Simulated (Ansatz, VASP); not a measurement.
## Si: 3 runs at one level of theory

The starting cell:

```
Si
1.0
     0.00000    2.72185    2.72185
     2.72185    0.00000    2.72185
     2.72185    2.72185    0.00000
Si
2
Cartesian
  2.7219 2.7219 2.7219
  4.0828 4.0828 4.0828
```

Alike in all runs: task relaxation of cell and atoms; functional RPBE; k mesh 8 × 8 × 8; occupations fermi-dirac, width 0.05 eV; no spin polarisation; no spin-orbit coupling.

| program and potentials | plane-wave cutoff (eV) | notes | equilibrium volume (Å³/atom) |
| --- | --- | --- | --- |
| Ansatz, Ansatz PAW | 420 | potentials made for PBE, which Ansatz adapts in part | 20.81 |
| Ansatz, all-electron LAPW, scalar-relativistic | - | - | 20.81 |
| VASP, PBE PAW files Si, 600 eV | 600 | potentials made for PBE | 20.77 |

The equilibrium volume spans 20.77 (VASP, PBE PAW files Si, 600 eV) to 20.81 Å³/atom (Ansatz, Ansatz PAW), with all-electron results at 20.81. Some sets were made for another functional than the one run, which can shift their rows. Relaxations stop with a little pressure left, so the last digit of a volume isn't settled.

Differences between rows come from potentials, basis sets and numerical settings, since the functional is the same but for its coding. Runs on potential files found faulty are left out.

The three runs give practically the same volume for silicon, with the two Ansatz rows coinciding at 20.81 Å³/atom and VASP only marginally lower at 20.77. Such close agreement is plausible for this element: the compact neon-like core is well separated in energy and space from the 3s and 3p electrons that form the tetrahedral sp³ bonds, so a frozen core costs little. The order of the rows is too fine to rank the potentials.

All three volumes lie above the measured one for diamond-structure silicon. The shared overestimate points to the functional rather than to the treatment of the core. RPBE's exchange enhancement rises more steeply with the reduced density gradient than PBE's, which favours inhomogeneous densities, weakens the covalent bonds and lengthens them. The agreement therefore supports the volume as a property of RPBE, not as a prediction of the real crystal's. Nor does it show that the potentials would agree equally well on the stiffness, which depends on the curvature of the energy around the minimum.
